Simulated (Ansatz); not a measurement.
**Na under changes of volume**

One of the cells (37.814 Å³/atom); the others are scaled copies at fixed shape and fractional positions:

```xyz
2
Lattice="3.7670 0.0000 0.0000 -1.8835 3.2623 0.0000 0.0000 0.0000 6.1540" Properties=species:S:1:pos:R:3 pbc="T T T"
Na    1.8835    1.0874    4.6155
Na    0.0000    2.1749    1.5385
```

This isn't the form of Na at room conditions, which is bcc.

| Item | Value |
| --- | --- |
| Program | Ansatz 0.2.0 |
| Functional | PBEsol |
| Potentials or basis | Ansatz PAW |
| Cutoff | 420 eV (not typed: the program's choice for these potentials) |
| k mesh | 8 × 8 × 5 |
| Occupations | fermi-dirac, width 0.05 eV |
| Spin | no spin polarisation |

| volume (Å³/atom) | energy over the lowest point (meV/atom) | pressure (GPa) |
| --- | --- | --- |
| 35.545 | 0.47 | 0.2 |
| 36.301 | 0.00 | 0.0 |
| 37.057 | 0.31 | -0.1 |
| 37.814 | 1.32 | -0.3 |
| 38.570 | 2.98 | -0.4 |
| 39.326 | 5.21 | -0.5 |
| 40.083 | ? | ? |

Problem. What does the run at 40.083 Å³/atom give?

Solution. Energy over the lowest point 7.98 meV/atom; pressure -0.6 GPa.

Worked out: A Birch-Murnaghan fit of order 3 (a polynomial in V^(-2/3)) to the other rows has its minimum at 36.37 Å³/atom with B0 = V·E''(V) = 7.9 GPa and B' = 3.7 at fixed shape and positions, which overstates the stiffness. It gives 7.97 meV/atom at 40.083 Å³/atom, against the run's 7.98, and -dE/dV = -0.6 GPa, against -0.6.

Energies are extrapolated to zero smearing.

Caveats: the PAW data sets come from PBE, with cores solved anew for the run's functional, which leaves a small shift of forces and pressure.
